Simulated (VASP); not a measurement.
**BaS: single point with PBE0**

**What was measured.**

A printed reference work, monograph, original work of 1988 reports, for a bulk crystal of BaS at 2 K: band gap 3.806 eV (indirect).

BaS:

```
Ba S
1.0
     0.00000    3.18139    3.18139
     3.18139    0.00000    3.18139
     3.18139    3.18139    0.00000
Ba S
1 1
Direct
  0.00000 0.00000 0.00000
  0.50000 0.50000 0.50000
```

The cell is a database's computed one.

| Quantity | Value |
| --- | --- |
| Program | VASP 6.6.1 |
| Task | single point |
| Functional | PBE0 |
| Potentials or basis | VASP PAW PBE potentials, release 64 (Ba_sv, S) |
| Cutoff | 520 eV |
| k mesh | 6 × 6 × 6 |
| Occupations | gaussian, width 0.02 eV |
| Spin | no spin polarisation |
| Grid for exact exchange (PRECFOCK) | Fast |
| Exchange at q = 0 | truncated |
| Further INCAR settings | ALGO = Normal; EDIFF = 1e-06; NBANDS = 15 |

- Pressure: 1.5 GPa
- Band gap on the k mesh: 3.69 eV, indirect (least direct gap 3.85 eV)

Levels at points of the mesh, in eV from the valence-band top:
```csv
k point,band 4,band 5,band 6,band 7,band 8,band 9,band 10,band 11,band 12,band 13
"(0.00, 0.00, 0.00)",-11.81,-11.52,0.00,0.00,0.00,5.31,5.64,5.64,5.64,6.60
"(0.50, 0.00, 0.00)",-11.84,-9.89,-2.16,-1.22,-1.22,7.38,7.48,8.35,8.35,10.89
"(0.50, 0.50, 0.00)",-12.03,-11.42,-0.61,-0.16,-0.16,3.69,7.86,7.99,9.63,9.63
```

Run time: 17 min on 1 thread of Intel(R) Xeon(R) Platinum 8488C (Sapphire Rapids), on a shared host, peak memory 0.22 GiB.

Against the measured gap of BaS, 3.806 eV (indirect; 2 K; a printed reference work, monograph, original work of 1988), the calculated 3.69 eV is off by -0.12 eV. Spin-orbit coupling on Ba is left out. The value is that of PBE0 on a finite k mesh, which can miss the band edges, without temperature or zero-point motion. The cell is a database's relaxed one, not the measured one, which moves gaps too.

Caveat: the PAW data sets were made with another functional, which shifts forces and pressure a little; spin-orbit coupling is left out, which moves the levels of the heavy elements.
